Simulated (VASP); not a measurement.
**BaZrO3 in VASP 6.6.1, single-point calculation**

INCAR

```
LWAVE = .FALSE.
LREAL = Auto
NSW = 0
GGA = PE
EDIFF = 1E-7
ALGO = Damped
LASPH = .TRUE.
SIGMA = 0.02
NBANDS = 28
PREC = Accurate
LCHARG = .FALSE.
IVDW = 20
ISIF = 2
ENCUT = 520
IBRION = -1
NELM = 75
ISMEAR = -1
TIME = 0.1
```

KPOINTS

```
KPOINTS created by Atomic Simulation Environment
0
Gamma
6 6 6
0 0 0
```

POSCAR

```
Ba Zr O
 1.0000000000000000
     4.2053549142000000    0.0000000000000000    0.0000000000000000
     0.0000000000000000    4.2053549142000000    0.0000000000000000
     0.0000000000000000    0.0000000000000000    4.2474084633000002
 Ba  Zr  O
   1   1   3
Cartesian
  0.0000000000000000  0.0000000000000000  0.0000000000000000
  2.1026774571000004  2.1026774571000004  2.1237042316500006
  2.1026774571000004  2.1026774571000004  0.0000000000000000
  2.1026774571000004  0.0000000000000000  2.1237042316500006
  0.0000000000000000  2.1026774571000004  2.1237042316500006
```

The recommended PBE PAW datasets give the neutral cell 40 valence electrons.

Command

```
mpirun -np 1 vasp_std
```

OSZICAR

```
N       E                     dE             d eps       ncg     rms           ort
DAV:   1     0.446249628147E+03    0.44625E+03   -0.21719E+04  1120   0.145E+03
DAV:   2     0.290815975935E+02   -0.41717E+03   -0.40016E+03  1120   0.403E+02
DAV:   3    -0.362860984291E+02   -0.65368E+02   -0.63216E+02  1120   0.153E+02
DAV:   4    -0.465025205671E+02   -0.10216E+02   -0.10092E+02  1120   0.624E+01
DAV:   5    -0.486692038844E+02   -0.21667E+01   -0.21467E+01  1120   0.244E+01
SDA:   6    -0.243131482060E+02    0.24356E+02   -0.85956E+01  1120   0.860E+02   0.000E+00
DMP:   7    -0.317266612952E+02   -0.74135E+01   -0.82624E+01  1120   0.431E+02   0.623E+02
DMP:   8    -0.378396036828E+02   -0.61129E+01   -0.35576E+01  1120   0.105E+02   0.396E+02
DMP:   9    -0.397503023063E+02   -0.19107E+01   -0.44054E+00  1120   0.279E+01   0.255E+01
DMP:  10    -0.395246846816E+02    0.22562E+00   -0.77023E-01  1120   0.654E+01  -0.909E+01
...
DMP:  67    -0.416801741074E+02   -0.23728E-03   -0.23431E-03  1120   0.841E-03   0.237E-02
DMP:  68    -0.416804081841E+02   -0.23408E-03   -0.23176E-03  1120   0.836E-03   0.234E-02
DMP:  69    -0.416806397164E+02   -0.23153E-03   -0.22970E-03  1120   0.831E-03   0.231E-02
DMP:  70    -0.416808691984E+02   -0.22948E-03   -0.22802E-03  1120   0.827E-03   0.229E-02
DMP:  71    -0.416810969948E+02   -0.22780E-03   -0.22674E-03  1120   0.825E-03   0.227E-02
DMP:  72    -0.416813235138E+02   -0.22652E-03   -0.22579E-03  1120   0.824E-03   0.226E-02
DMP:  73    -0.416815490856E+02   -0.22557E-03   -0.22513E-03  1120   0.823E-03   0.225E-02
DMP:  74    -0.416817740005E+02   -0.22491E-03   -0.22477E-03  1120   0.824E-03   0.224E-02
DMP:  75    -0.416819985535E+02   -0.22455E-03   -0.22459E-03  1120   0.824E-03   0.224E-02
   1 F= -.43963096E+02 E0= -.43963096E+02  d E =-.369842E-12
```

Standard output (part)

```
POSCAR found type information on POSCAR BaZrO
 POSCAR found :  3 types and       5 ions
|     You have a (more or less) 'small supercell' and for smaller cells       |
|     it is recommended to use the reciprocal-space projection scheme!        |
|     The real-space optimization is not efficient for small cells and it     |
|     is also less accurate ...                                               |
|     Therefore, set LREAL=.FALSE. in the INCAR file.                         |
 LDA part: xc-table for (Slater+PW92), standard interpolation
 POSCAR, INCAR and KPOINTS ok, starting setup
 WAVECAR not read
 entering main loop
 final diagonalization occupied
|     The electronic self-consistency was not achieved in the given           |
|     number of steps (NELM). The forces and other quantities evaluated       |
|     might not be reliable so examine the results carefully. If you find     |
|     spurious results, we suggest increasing NELM, if you were close to      |
|     convergence or switching to a different ALGO or adjusting the           |
|     density mixing parameters otherwise.                                    |
 augmentation electrons   40.8540716054174
 total        electrons   40.8540716054174
 augmentation electrons   816.814792577048
 total        electrons   816.814792577048
 augmentation electrons   1.38395773209247
 soft         electrons   39.4701128110024
 total        electrons   40.8540705430949
 translations:           2           2           2
```

It didn't converge.

The run took about 3.8 min on one core of a shared host (Intel Xeon Platinum 8488C) and held 0.29 GiB at most.
